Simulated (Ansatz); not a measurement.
**MnO2 under changes of volume**

One of the cells (12.025 Å³/atom); the others are scaled copies at fixed shape and fractional positions:

```
CELL_PARAMETERS angstrom
2.85496 0.00000 0.00000
-1.42748 2.47246 0.00000
0.00000 0.00000 10.22174
ATOMIC_POSITIONS crystal
Mn 0.00000 0.00000 0.50000
Mn 0.00000 0.00000 0.00000
O 0.66667 0.33333 0.40686
O 0.66667 0.33333 0.09314
O 0.33333 0.66667 0.59314
O 0.33333 0.66667 0.90686
```

Measurements of this composition are mostly on another form, of space group No. 136.

```yaml
Program: Ansatz 0.2.0
Functional: PBEsol
Potentials_or_basis: all-electron LAPW, scalar-relativistic
Cutoff: 451 eV (chosen from the basis error)
Basis_error_allowed: 0.001 eV/atom
k_mesh: 11 × 11 × 3
Occupations: fermi-dirac, width 0.05 eV
Spin: collinear spin, ferromagnetic start
Starting_moments: "[4.0, 4.0, 0.0, 0.0, 0.0, 0.0] μB"
```

```tsv
volume (Å³/atom)	energy over the lowest point (meV/atom)	pressure (GPa)	gap on the mesh (eV)	largest force (eV/Å)
11.304	16.99	10.2	0.58	0.789
11.544	?	?	?	?
11.785	0.00	1.4	0.74	0.111
12.025	0.68	-2.3	0.81	0.187
12.266	6.60	-5.6	0.88	0.461
12.507	17.22	-8.5	0.95	0.713
12.747	32.01	-11.1	1.02	0.945
```

Q: What does the run at 11.544 Å³/atom give?

A: Energy over the lowest point 5.20 meV/atom; pressure 5.6 GPa; gap on the mesh 0.66 eV; largest force 0.436 eV/Å.

Worked out: A Birch-Murnaghan fit of order 3 (a polynomial in V^(-2/3)) to the other rows has its minimum at 11.88 Å³/atom with B0 = V·E''(V) = 185 GPa and B' = 4.6 at fixed shape and positions, which overstates the stiffness. It gives 5.23 meV/atom at 11.544 Å³/atom, against the run's 5.20, and -dE/dV = 5.6 GPa, against 5.6. A straight line through the other rows of the gap, of slope 3.64 eV per unit of ln V, gives 0.66 eV, against the run's 0.66.

Energies are extrapolated to zero smearing.

Caveats: an odd mesh through Γ misses points on the zone boundary, where band edges often lie; only a ferromagnetic start was run, and an antiferromagnetic order may lie lower in energy.
